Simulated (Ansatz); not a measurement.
The structure is an experimental refinement, used without relaxation.

Below is the log of a run of Ansatz 0.2.0.

```
Engine: ansatz 0.2.0
Pseudopotentials: kind: paw
Pseudopotential: As, paw, valence charge 15, recommended cutoff 420 eV (normal)
Functional definition: PBE
  parameter kappa = 0.804
  parameter beta = 0.06672455060314922
  exchange = pbe_x(kappa = kappa, mu = beta*pi^2/3)
  correlation = pbe_c(beta = beta)
Crystal: 2 atoms, lattice volume = 42.667 Å³
Basis set: ecut = 420 eV, 845 PW (Γ), exchange–correlation on 60×60×60 points (8 copies of the dense FFT grid, shifted against one another)
Bands: 19, of which v1, the nominal top of the filled ones, is band 15 counted from 1 (14 counted from 0)
Symmetry: 12 space group operations
Space group: R-3m (ITA 166), of the structure as read, at distance tolerance 3.5e-5 Å
k-points: 146 of 1331
Non-local potential: As, projectors of the file, l = 0: 2, l = 1: 2, l = 2: 3, l = 3: 1
PAW form: soft (Blöchl's): semilocal exchange-correlation on the pseudo side does not see the compensation charge
PAW one-centre angular grid: As, 590 points (default); XC on 64 Gauss nodes
Initial density: superposition of atomic densities (neutral atoms: chi_scale 0, normalization atom), corrected by the library's trained network
Initial wavefunctions: pseudopotential atomic-orbital guess
Functional: x = pbe(κ = 0.804, μ = 0.2195149727645171), c = pbe(β = 0.06672455060314922)
SCF iter   1: F=—  HF=-9712.253532 eV  |F-HF|=—  |Δ(HF+E_count)|=         —  Δρ=1.52e-3  dr2=8.57e-4  ethr=1.77e-3  ⟨swp⟩=5.9  Hψ=13063  notcnv=0
preconditioner: auto → none  [insulator: Δε(μ)=0.099 eV  Ē_g=10.269 eV  σ=0.030 eV  W_gap=0.67  n_scr=14 (ndim 8)  ℏωp=18.0 eV  f_vac=0.006  D(μ)=0.10/eV (n_scr^D=0)  ε∞_Penn≈4.1]
SCF iter   2: F=—  HF=-9712.253481 eV  |F-HF|=—  |Δ(HF+E_count)|=   5.12e-5  Δρ=6.46e-4  dr2=6.53e-5  ethr=2.86e-6  ⟨swp⟩=2.0  Hψ=6688  notcnv=0
SCF iter   3: F=—  HF=-9712.253579 eV  |F-HF|=—  |Δ(HF+E_count)|=   9.88e-5  Δρ=3.04e-4  dr2=1.36e-5  ethr=2.18e-7  ⟨swp⟩=2.0  Hψ=4957  notcnv=0
SCF iter   4: F=—  HF=-9712.253621 eV  |F-HF|=—  |Δ(HF+E_count)|=   4.11e-5  Δρ=5.41e-5  dr2=5.68e-7  ethr=4.53e-8  ⟨swp⟩=2.0  Hψ=3508  notcnv=0
iter 5 did not close the SCF: its close was put off for the readings that it lacked (scf_convergence_deferred on its scf_iter line)
SCF iter   5: F=-9712.253622 eV  HF=-9712.253622 eV  |F-HF|=7.17e-8  |Δ(HF+E_count)|=   1.65e-6  Δρ=1.06e-5  dr2=1.85e-8  ethr=1.89e-9  ⟨swp⟩=2.4  Hψ=4940  notcnv=0
SCF iter   6: F=-9712.253622 eV  HF=-9712.253622 eV  |F-HF|=5.73e-10  |Δ(HF+E_count)|=   8.69e-8  Δρ=1.27e-6  dr2=4.80e-10  ethr=6.16e-11  ⟨swp⟩=2.0  Hψ=9828  notcnv=0
SCF 1 converged in 6 iterations: F = -9712.253622 eV  dr2 = 4.80e-10
  greatest PAW one-centre occupation: 0.999 electrons in one spin orbital (limit 2), on the As atom at site 1 (counted from 0), in its partial waves of l = 2
NSCF: frozen V_eff on 65 k-points
SCF converged after 6 iterations
Free energy (F): -9712.253622 eV
Harris-Foulkes:  -9712.253622 eV  (|F-HF|=5.73e-10)
Internal energy: -9712.253328 eV  (E = F + TS)
E sigma→0 (E₀):  -9712.253475 eV
Entropy (-TS):   -0.000294 eV (-0.147 meV/atom)
Fermi energy:    10.979256 eV
--- Per-component energies (eV) ---
  E_band       = -462.862353
  E_kinetic    = 205.459871
  E_local      = -3315.976677  (includes V_loc(G=0)·N_el)
  E_nonlocal   = -1341.409916
  E_hartree    = 1840.921532
  E_xc         = -158.776066
  E_vxc        = -158.849889  (∫ρ·V_xc dr)
  E_paw        = -3669.127961  (= ΣΔE_a)
  E_vpaw       = 466.069859  (= ΣTr[D̂ρ^β])
  E_aug_tail   = 0.000015  (compensation charges beyond the density's cutoff)
  E_ewald      = -3273.344127
  E_smearing   = -0.000294  (= −TS)
  E_closure    = 0.000000  (closes the sum)
  Σ components = -9712.253622   (vs F -9712.253622, Δ=0.00e0)
--- Forces (eV/Å), atoms counted from 1 ---
  atom   1  As     0.00000000     0.00000000     0.22077679
  atom   2  As    -0.00000000    -0.00000000    -0.22077679
  max |Σ_I F_I| component: 5.55e-17 eV/Å
--- Stress (GPa, compression-positive) ---
        3.929428       0.000000      -0.000000
        0.000000       3.929428       0.000000
        0.000000       0.000000       2.836038
  P = ⅓ Tr σ = 3.5650 GPa (35.650 kbar)
--- PAW observables at the nuclei: V_zz in 10²¹ V/m², potentials from the cell's mean, atoms counted from 1 ---
  atom   1  As V_zz =    -5.074532   η = 0.0000   by run symmetry: allowed
            electrostatic potential = -4515.605267 V   contact ρ = 235522.954895 e/Å³
  atom   2  As V_zz =    -5.074532   η = 0.0000   by run symmetry: allowed
            electrostatic potential = -4515.605267 V   contact ρ = 235522.954895 e/Å³
--- Band table (eV; the first three rows and the last of 146) ---
  k-point 0: bands = ["-25.4193", "-25.4193", "-25.3745", "-25.3745", "-25.3431", "-25.3058", "-25.3058", "-25.2932", "-25.2602", "-25.2602", "-4.1886", "5.1217", "8.3597", "8.8879", "8.8879", "12.6805", "13.8650", "13.8650", "17.7227"]
  k-point 1: bands = ["-25.4183", "-25.4169", "-25.3737", "-25.3728", "-25.3424", "-25.3070", "-25.3061", "-25.2947", "-25.2623", "-25.2614", "-4.0770", "4.7208", "8.4060", "8.8092", "8.8502", "12.8740", "13.6290", "13.7569", "17.0222"]
  k-point 2: bands = ["-25.4156", "-25.4098", "-25.3712", "-25.3677", "-25.3405", "-25.3104", "-25.3070", "-25.2992", "-25.2680", "-25.2649", "-3.7443", "3.7206", "8.2642", "8.6182", "9.1011", "12.6656", "13.2758", "13.3868", "16.6408"]
  k-point 145: bands = ["-25.4060", "-25.4045", "-25.3688", "-25.3679", "-25.3378", "-25.3094", "-25.3084", "-25.2983", "-25.2768", "-25.2757", "-2.7287", "0.8355", "7.8852", "8.8766", "10.6563", "11.7143", "11.9814", "13.6721", "18.7265"]
--- Löwdin populations: 2 sites ---
  site symbol       q [e]
     0     As     14.9621
     1     As     14.9621
  spilling = 0.002527 (of n_electrons = 30.000000)
--- Bader charges: 2 sites ---
  site symbol  charge [e]  shift [e]
     0     As      0.0000     0.0000
     1     As      0.0000     0.0000
  estimated error of the sums over rays = 2.1e-4 e
```

The cell and starting positions:

```
CELL_PARAMETERS angstrom
1.87975 1.08527 3.48577
-1.87975 1.08527 3.48577
0.00000 -2.17055 3.48577
ATOMIC_POSITIONS crystal
As 0.22754 0.22754 0.22754
As 0.77246 0.77246 0.77246
```

Parts of the input that the log doesn't repeat:

```yaml
  band_path:
    path:
      - [0.0, 0.0, 0.0]
      - [0.5, 0.5, 0.5]
      - [0.768709909, 0.231290091, 0.5]
      - [0.5, -0.231290091, 0.231290091]
      - [0.5, 0.0, 0.0]
      - [0.0, 0.0, 0.0]
      - [0.3656450455, -0.3656450455, 0.0]
      - [0.6343549545, 0.0, 0.3656450455]
      - [0.5, 0.0, 0.5]
    npoints: 8
output:
  forces: true
  stress: true
  eigenvalues: true
  efg: { contact_densities: true }
  populations: true
  bader: true
  dos: { projected: true, de: 0.2, e_range: [-14, 8] }
```

Write the input that produced this log.


```yaml
crystal:
  lattice:
    - [1.8797494575, 1.0852738553, 3.48577]
    - [-1.8797494575, 1.0852738553, 3.48577]
    - [0.0, -2.1705477106, 3.48577]
  atoms:
    - { symbol: As, position: [0.22754, 0.22754, 0.22754] }
    - { symbol: As, position: [0.77246, 0.77246, 0.77246] }
kpoints:
  mp_grid: { grid: [11, 11, 11] }
  band_path:
    path:
      - [0.0, 0.0, 0.0]
      - [0.5, 0.5, 0.5]
      - [0.768709909, 0.231290091, 0.5]
      - [0.5, -0.231290091, 0.231290091]
      - [0.5, 0.0, 0.0]
      - [0.0, 0.0, 0.0]
      - [0.3656450455, -0.3656450455, 0.0]
      - [0.6343549545, 0.0, 0.3656450455]
      - [0.5, 0.0, 0.5]
    npoints: 8
scf:
  occupations: { method: fermi_dirac, width: 0.03 }
hamiltonian:
  xc: pbe
  pseudopotentials: { kind: paw }
output:
  forces: true
  stress: true
  eigenvalues: true
  efg: { contact_densities: true }
  populations: true
  bader: true
  dos: { projected: true, de: 0.2, e_range: [-14, 8] }
```
This is the input that was run; digits and keys that the log doesn't show could differ in an equivalent one.
